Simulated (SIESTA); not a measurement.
The system is KI.

```
I K
1.0
     0.00000    3.53277    3.53277
     3.53277    0.00000    3.53277
     3.53277    3.53277    0.00000
I K
1 1
Cartesian
  3.5328 3.5328 3.5328
  0.0000 0.0000 0.0000
```

Base run:

```yaml
Program: SIESTA 5.4.2
Functional: PBE
Potentials_or_basis: PseudoDojo 0.4 standard (PBE files)
Basis: DZP (energy shift 0.003 Ry; two zetas on semicore shells; d shell added on K)
Grid_cutoff: 800 Ry
Energy_shift: 0.003 Ry
k_mesh: 7 × 7 × 7
Occupations: fermi-dirac, width 0.05 eV
Spin: no spin polarisation
```

Its results: band gap on the k mesh 4.09 eV, direct; pressure 0.7 GPa.

Q: The run is repeated on the same cell with these changes: functional from PBE to LDA; potentials or basis from PseudoDojo 0.4 standard (PBE files) to PseudoDojo 0.4 standard (LDA files). What comes out?

A: Band gap on the k mesh 3.76 eV, direct; pressure -1.3 GPa.

Caveats: spin-orbit coupling is left out, which moves the levels of the heavy elements; the basis of atomic orbitals isn't converged, which shifts pressures, moduli and gaps; an odd mesh through Γ misses points on the zone boundary, where band edges often lie (some runs).
